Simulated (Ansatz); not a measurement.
Geometry optimisation in Ansatz: input, command and trajectory.

```yaml
crystal:
  lattice:
    - [3.8845141985, 0.0, 0.0]
    - [-1.9422570992, 3.3640879772, 0.0]
    - [0.0, 0.0, 4.6901926643]
  atoms:
    - { symbol: Zr, position: [0.0, 0.0, 0.0] }
    - { symbol: Zr, position: [0.3333333333, 0.6666666667, 0.625] }
    - { symbol: Zr, position: [0.6666666667, 0.3333333333, 0.375] }
    - { symbol: O, position: [0.3333333333, 0.6666666667, 0.138] }
    - { symbol: O, position: [0.6666666667, 0.3333333333, 0.862] }
basis:
  ecutwfc: 420
kpoints:
  mp_grid: { grid: [6, 6, 4] }
hamiltonian:
  xc: pbe
scf:
  occupations: { method: gaussian, width: 0.1 }
  lower_state_search: "off"
output:
  forces: true
  stress: true
  eigenvalues: true
relax:
  adjacent_minimum: "off"
  f_tol: 0.04
  max_steps: 70
  cell: { stress_tol: 0.4 }
```

```bash
ansatz run input.yaml --threads 1 --pin off --max-ram 2560MiB --backend cpu --events-out ev --progress --plain --runs-dir out
```

These are results of DFT PBE, scalar-relativistic, plane waves, PAW in Ansatz, not measurements.

Of 18 frames 10 are shown, positions in Å and forces in eV/Å; the SCF threshold varies from step to step. Steps run on the plane waves of an earlier cell, with a Pulay correction in the pressure. The basis is chosen afresh for the last frame, the zero of the energies, and at times for earlier ones too; energy and pressure step there, also at an unchanged geometry. Here that happened at steps 14 (-79 meV/atom, 5.2 GPa), 18 (-4 meV/atom, 0.0 GPa); the frames before carry an error of that size.

```xyz
5
Lattice="3.8845 0.0000 0.0000 -1.9423 3.3641 0.0000 0.0000 0.0000 4.6902" Properties=species:S:1:pos:R:3:forces:R:3 pbc="T T T" step=1 free_energy_over_end_meV_per_atom=533.22 pressure_GPa=31.96
Zr    0.0000    0.0000    0.0000    0.0000    0.0000    0.0000
Zr    0.0000    2.2427    2.9314    0.0000    0.0000    3.5500
Zr    1.9423    1.1214    1.7588    0.0000    0.0000   -3.5500
O     0.0000    2.2427    0.6472    0.0000    0.0000   -0.0315
O     1.9423    1.1214    4.0429    0.0000    0.0000    0.0315
5
Lattice="4.1283 0.0000 0.0000 -2.0642 3.5752 0.0000 0.0000 0.0000 4.7696" Properties=species:S:1:pos:R:3:forces:R:3 pbc="T T T" step=3 free_energy_over_end_meV_per_atom=226.23 pressure_GPa=1.36
Zr    0.0000    0.0000    0.0000    0.0000    0.0000    0.0000
Zr    0.0000    2.3835    3.1518    0.0000    0.0000   -0.1238
Zr    2.0642    1.1917    1.6178    0.0000    0.0000    0.1238
O     0.0000    2.3835    0.7259    0.0000    0.0000    0.0459
O     2.0642    1.1917    4.0437    0.0000    0.0000   -0.0459
5
Lattice="4.1909 0.0000 0.0000 -2.0954 3.6294 0.0000 0.0000 0.0000 4.7070" Properties=species:S:1:pos:R:3:forces:R:3 pbc="T T T" step=5 free_energy_over_end_meV_per_atom=223.03 pressure_GPa=-0.93
Zr    0.0000    0.0000    0.0000    0.0000    0.0000    0.0000
Zr    0.0000    2.4196    3.0965    0.0000    0.0000   -0.0361
Zr    2.0954    1.2098    1.6104    0.0000    0.0000    0.0361
O     0.0000    2.4196    0.7158    0.0000    0.0000   -0.0206
O     2.0954    1.2098    3.9911    0.0000    0.0000    0.0206
5
Lattice="4.3575 0.0000 0.0000 -2.1787 3.7737 0.0000 0.0000 0.0000 4.4065" Properties=species:S:1:pos:R:3:forces:R:3 pbc="T T T" step=7 free_energy_over_end_meV_per_atom=205.88 pressure_GPa=1.53
Zr    0.0000    0.0000    0.0000    0.0000    0.0000    0.0000
Zr    0.0000    2.5158    2.8586    0.0000    0.0000   -0.4217
Zr    2.1787    1.2579    1.5478    0.0000    0.0000    0.4217
O     0.0000    2.5158    0.6291    0.0000    0.0000    0.0100
O     2.1787    1.2579    3.7774    0.0000    0.0000   -0.0100
5
Lattice="4.6619 0.0000 0.0000 -2.3309 4.0373 0.0000 0.0000 0.0000 4.2014" Properties=species:S:1:pos:R:3:forces:R:3 pbc="T T T" step=9 free_energy_over_end_meV_per_atom=183.95 pressure_GPa=-5.71
Zr    0.0000    0.0000    0.0000    0.0000    0.0000    0.0000
Zr    0.0000    2.6915    2.5399    0.0000    0.0000   -0.0492
Zr    2.3309    1.3458    1.6615    0.0000    0.0000    0.0492
O     0.0000    2.6915    0.4428    0.0000    0.0000   -0.5391
O     2.3309    1.3458    3.7586    0.0000    0.0000    0.5391
5
Lattice="4.6407 0.0000 0.0000 -2.3204 4.0190 0.0000 0.0000 0.0000 4.1688" Properties=species:S:1:pos:R:3:forces:R:3 pbc="T T T" step=10 free_energy_over_end_meV_per_atom=143.24 pressure_GPa=-2.71
Zr    0.0000    0.0000    0.0000    0.0000    0.0000    0.0000
Zr    0.0000    2.6793    2.3796    0.0000    0.0000   -0.2362
Zr    2.3204    1.3397    1.7893    0.0000    0.0000    0.2362
O     0.0000    2.6793    0.2773    0.0000    0.0000   -0.2426
O     2.3204    1.3397    3.8915    0.0000    0.0000    0.2426
5
Lattice="4.6153 0.0000 0.0000 -2.3077 3.9970 0.0000 0.0000 0.0000 4.1253" Properties=species:S:1:pos:R:3:forces:R:3 pbc="T T T" step=12 free_energy_over_end_meV_per_atom=107.65 pressure_GPa=1.07
Zr    0.0000    0.0000    0.0000    0.0000    0.0000    0.0000
Zr    0.0000    2.6647    2.0777    0.0000    0.0000   -0.0258
Zr    2.3077    1.3323    2.0476    0.0000    0.0000    0.0258
O     0.0000    2.6647    0.0135    0.0000    0.0000   -0.0027
O     2.3077    1.3323    4.1118    0.0000    0.0000    0.0027
5
Lattice="4.6350 0.0000 0.0000 -2.3175 4.0140 0.0000 0.0000 0.0000 4.1261" Properties=species:S:1:pos:R:3:forces:R:3 pbc="T T T" step=14 free_energy_over_end_meV_per_atom=27.92 pressure_GPa=5.07
Zr    0.0000    0.0000    0.0000    0.0000    0.0000    0.0000
Zr    0.0000    2.6760    2.0634    0.0000    0.0000    0.0021
Zr    2.3175    1.3380    2.0627    0.0000    0.0000   -0.0021
O     0.0000    2.6760    0.0005    0.0000    0.0000   -0.0030
O     2.3175    1.3380    4.1256    0.0000    0.0000    0.0030
5
Lattice="4.8497 0.0000 0.0000 -2.4248 4.2000 0.0000 0.0000 0.0000 4.0953" Properties=species:S:1:pos:R:3:forces:R:3 pbc="T T T" step=16 free_energy_over_end_meV_per_atom=5.25 pressure_GPa=-0.88
Zr    0.0000    0.0000    0.0000    0.0000    0.0000    0.0000
Zr    0.0000    2.8000    2.0479    0.0000    0.0000   -0.0011
Zr    2.4248    1.4000    2.0474    0.0000    0.0000    0.0011
O     0.0000    2.8000    0.0002    0.0000    0.0000    0.0005
O     2.4248    1.4000    4.0951    0.0000    0.0000   -0.0005
5
Lattice="4.8221 0.0000 0.0000 -2.4110 4.1760 0.0000 0.0000 0.0000 4.0954" Properties=species:S:1:pos:R:3:forces:R:3 pbc="T T T" step=18 free_energy_over_end_meV_per_atom=0.00 pressure_GPa=0.03
Zr    0.0000    0.0000    0.0000    0.0000    0.0000    0.0000
Zr    0.0000    2.7840    2.0469    0.0000    0.0000    0.0011
Zr    2.4110    1.3920    2.0485    0.0000    0.0000   -0.0011
O     0.0000    2.7840   -0.0008    0.0000    0.0000    0.0006
O     2.4110    1.3920    4.0962    0.0000    0.0000   -0.0006
```

The start puts this composition into another compound's structure type, which needn't suit it. The cell swells from 12.3 to 16.5 Å³ an atom, so the end can be far from any stable crystal. At the end the space group is P6/mmm (tolerance 0.05 Å).

It took 48 s on 1 thread of Arm Neoverse V2, with other jobs on the host, peak memory 0.37 GiB.

The k mesh is coarse.